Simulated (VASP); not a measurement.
A run of VASP 6.6.1 is set up as follows.

The input POSCAR:

```
HfO2
1.0
    5.1180000000      0.0000000000      0.0000000000
    0.0000000000      5.1857000000      0.0000000000
   -0.8586630598      0.0000000000      5.2138671406
Hf O
4 8
Direct
    0.2755000000      0.0397000000      0.2080000000
    0.7245000000      0.5397000000      0.2920000000
    0.7245000000      0.9603000000      0.7920000000
    0.2755000000      0.4603000000      0.7080000000
    0.4487000000      0.7581000000      0.4801000000
    0.5513000000      0.2581000000      0.0199000000
    0.5513000000      0.2419000000      0.5199000000
    0.4487000000      0.7419000000      0.9801000000
    0.0742000000      0.3316000000      0.3467000000
    0.9258000000      0.8316000000      0.1533000000
    0.9258000000      0.6684000000      0.6533000000
    0.0742000000      0.1684000000      0.8467000000
```

Contents of INCAR.step1:

```
ALGO = Normal ; EDIFF = 1E-6
ENCUT = 520 ; GGA = PE
ISIF = 2 ; ISMEAR = 0
LASPH = True ; LCHARG = True
LMAXMIX = 4 ; LREAL = False
LWAVE = False ; NBANDS = 56
NELM = 100 ; PREC = Accurate
SIGMA = 0.05
```

Contents of KPOINTS.step1:

```
k-points
0
Gamma
  4 4 4
```

File INCAR.step2:

```
ALGO = Normal ; EDIFF = 1E-6
ENCUT = 520 ; GGA = PE
ICHARG = 11 ; ISIF = 2
ISMEAR = 0 ; LASPH = True
LCHARG = False ; LMAXMIX = 4
LREAL = False ; LWAVE = False
NBANDS = 56 ; NELM = 100
PREC = Accurate ; SIGMA = 0.05
```

File KPOINTS.step2:

```
path GYHCEM1AXH1,MDZ,YD
10
line-mode
reciprocal
 0.0000000000  0.0000000000  0.0000000000  G
 0.0000000000  0.0000000000  0.5000000000  Y

 0.0000000000  0.0000000000  0.5000000000  Y
-0.4327310173  0.0000000000  0.5726006525  H

-0.4327310173  0.0000000000  0.5726006525  H
-0.5000000000  0.0000000000  0.5000000000  C

-0.5000000000  0.0000000000  0.5000000000  C
-0.5000000000  0.5000000000  0.5000000000  E

-0.5000000000  0.5000000000  0.5000000000  E
-0.5672689827  0.5000000000  0.4273993475  M1

-0.5672689827  0.5000000000  0.4273993475  M1
-0.5000000000  0.5000000000  0.0000000000  A

-0.5000000000  0.5000000000  0.0000000000  A
-0.5000000000  0.0000000000  0.0000000000  X

-0.5000000000  0.0000000000  0.0000000000  X
-0.5672689827  0.0000000000  0.4273993475  H1

-0.4327310173  0.5000000000  0.5726006525  M
 0.0000000000  0.5000000000  0.5000000000  D

 0.0000000000  0.5000000000  0.5000000000  D
 0.0000000000  0.5000000000  0.0000000000  Z

 0.0000000000  0.0000000000  0.5000000000  Y
 0.0000000000  0.5000000000  0.5000000000  D
```

Potentials or basis: VASP PAW PBE potentials, release 64 (Hf_pv, O).

The run is started by

```bash
$ cat potpaw_PBE.64/Hf_pv/POTCAR potpaw_PBE.64/O/POTCAR > POTCAR
$ cp INCAR.step1 INCAR
$ cp KPOINTS.step1 KPOINTS
$ mpirun -np 1 vasp_std > vasp.out
$ cp INCAR.step2 INCAR
$ cp KPOINTS.step2 KPOINTS
$ mpirun -np 1 vasp_std > vasp.out
```

(1) Estimate the band gap on the k mesh.

(2) Estimate the band gap along the path.

## Answers

(1) 4.11 eV, indirect (least direct gap 4.20 eV).

(2) 4.11 eV, indirect (least direct gap 4.18 eV).

Caveat: the log is that of the step along the path at fixed density, whose energy, stress, charges and moments have no meaning; spin-orbit coupling is left out, which moves the levels of the heavy elements.

**Experimental background.**

From “Temperature dependence of self-trapped exciton luminescence in nanostructured hafnia powder”, 2021, arxiv:2112.02602, for a bulk crystal of HfO2: band gap 5.54 eV (indirect).

A measured gap of HfO2 is 5.54 eV (indirect; quoted in “Temperature dependence of self-trapped exciton luminescence in nanostructured hafnia powder”, 2021, arxiv:2112.02602); the calculated 4.11 eV misses it by -1.43 eV. Spin-orbit coupling on Hf is left out. The value is that of PBE, without temperature or zero-point motion. Semilocal functionals fall short of measured gaps as a rule.
